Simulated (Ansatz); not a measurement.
Crystal: Pt.

```
CELL_PARAMETERS angstrom
-1.58422 1.58422 1.58422
1.58422 -1.58422 1.58422
1.58422 1.58422 -1.58422
ATOMIC_POSITIONS crystal
Pt 0.00000 0.00000 0.00000
```

This isn't the form of Pt at room conditions, which is fcc.

Base run:

| Property | Result |
| --- | --- |
| Program | Ansatz 0.2.0 |
| Functional | revPBE |
| Potentials or basis | Ansatz PAW |
| Cutoff | 420 eV (not typed: the program's choice for these potentials) |
| k mesh | 12 × 12 × 12 |
| Occupations | fermi-dirac, width 0.05 eV |
| Spin | no spin polarisation |

Its results: band gap on the k mesh none (metal or under the smearing width); pressure 1.6 GPa.

Task: After a change of settings the same cell gave: band gap on the k mesh none (metal or under the smearing width); pressure -11.2 GPa. Which change was it?
A. functional from revPBE to r2SCAN; cutoff from 420 eV (not typed: the program's choice for these potentials) to 500 eV (not typed: the program's choice for these potentials)
B. functional from revPBE to RPBE
C. functional from revPBE to BLYP
D. functional from revPBE to PBEsol

Result: D.

PBEsol binds more tightly than revPBE, so the same cell stands under less pressure.

Caveats: spin-orbit coupling is left out, which moves the levels of the heavy elements; the PAW data sets come from PBE, with cores solved anew for the run's functional, which leaves a small shift of forces and pressure.

Runs at the PBE level aren't shown here.
